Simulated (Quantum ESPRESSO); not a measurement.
A calculation with Quantum ESPRESSO 7.5 of Cu (ASE script, Cartesian positions):

File run.py:

```python
import numpy as np
from ase.calculators.espresso import Espresso, EspressoProfile
from ase.io import read

atoms = read('Cu.xyz')

input_data = {
    'control': {'calculation': 'scf', 'prefix': 'pwscf', 'outdir': './tmp', 'tprnfor': True, 'tstress': True, 'disk_io': 'nowf'},
    'system': {'ecutwfc': 55.0, 'ecutrho': 440.0, 'nbnd': 18, 'occupations': 'smearing', 'smearing': 'fd', 'degauss': 0.00367493},
    'electrons': {'conv_thr': 4e-10, 'electron_maxstep': 120, 'mixing_beta': 0.5},
}
pseudopotentials = {'Cu': 'Cu.paw.z_11.ld1.psl.v1.0.0-low.upf'}
profile = EspressoProfile(command='pw.x', pseudo_dir='pseudo')
dft = Espresso(profile=profile, input_data=input_data, pseudopotentials=pseudopotentials, kpts=(12, 12, 7), koffset=(0, 0, 0))
atoms.calc = dft

print(f'energy {atoms.get_potential_energy():.8f} eV')
print('forces (eV/A)')
print(np.round(atoms.get_forces(), 6))
print('stress (eV/A^3, Voigt)')
print(np.round(atoms.get_stress(), 8))
print(f'Fermi level {dft.get_fermi_level():.4f} eV')
```

Cu.xyz

```xyz
2
Lattice="0.0000000000 -1.8075000000 -1.8075000000 -1.8075000000 0.0000000000 -1.8075000000 1.8075000000 1.8075000000 -3.6150000000" Properties=species:S:1:pos:R:3 pbc="T T T"
Cu    -0.0174664328      0.0224006186     -3.5952127914
Cu    -1.7900335672     -0.0224006186     -1.8272872086
```

Potentials or basis: SSSP 1.3 efficiency PBE.

Command:

```sh
$ OMP_NUM_THREADS=1 python run.py
```

Problem. Write the same calculation in another form: native input, structure typed inline.

Solution. As run:

Contents of pw.in:

```
&CONTROL
  calculation = 'scf'
  prefix = 'pwscf'
  outdir = './tmp'
  pseudo_dir = './pseudo'
  tprnfor = .true.
  tstress = .true.
  disk_io = 'low'
/
&SYSTEM
  ibrav = 0
  nat = 2
  ntyp = 1
  ecutwfc = 55
  ecutrho = 440
  nbnd = 18
  occupations = 'smearing'
  smearing = 'fd'
  degauss = 0.00367493
/
&ELECTRONS
  conv_thr = 4d-10
  electron_maxstep = 120
  mixing_beta = 0.5
/
ATOMIC_SPECIES
Cu    63.5460 Cu.paw.z_11.ld1.psl.v1.0.0-low.upf
CELL_PARAMETERS angstrom
   0.0000000000   -1.8075000000   -1.8075000000
  -1.8075000000    0.0000000000   -1.8075000000
   1.8075000000    1.8075000000   -3.6150000000
ATOMIC_POSITIONS crystal
Cu     0.4855524900    0.5076089500    0.4979456400
Cu     0.0144475100    0.9923910500    0.0020543600
K_POINTS automatic
12 12 7 0 0 0
```

The input pp_density.in:

```
&INPUTPP
  prefix = 'pwscf'
  outdir = './tmp'
  filplot = 'density.dat'
  plot_num = 0
/
&PLOT
  nfile = 1
  filepp(1) = 'density.dat'
  iflag = 3
  output_format = 6
  fileout = 'density.cube'
/
```

The input pp_potential.in:

```
&INPUTPP
  prefix = 'pwscf'
  outdir = './tmp'
  filplot = 'potential.dat'
  plot_num = 11
/
&PLOT
  nfile = 1
  filepp(1) = 'potential.dat'
  iflag = 3
  output_format = 6
  fileout = 'potential.cube'
/
```

Potentials or basis: SSSP 1.3 efficiency PBE.

Run with:

```sh
$ OMP_NUM_THREADS=1 pw.x -in pw.in > pw.out
$ OMP_NUM_THREADS=1 pp.x -in pp_density.in > pp_density.out
$ OMP_NUM_THREADS=1 pp.x -in pp_potential.in > pp_potential.out
```

Both were run:

|  | ASE script, Cartesian positions | native input, structure typed inline |
| --- | --- | --- |
| Pressure | 1.5 GPa | 1.5 GPa |
| Largest force | 0.169 eV/Å | 0.169 eV/Å |
| Band gap on the k mesh | none (metal or under the smearing width) | none (metal or under the smearing width) |

Keys that steer only the numerical path or the files written may differ.
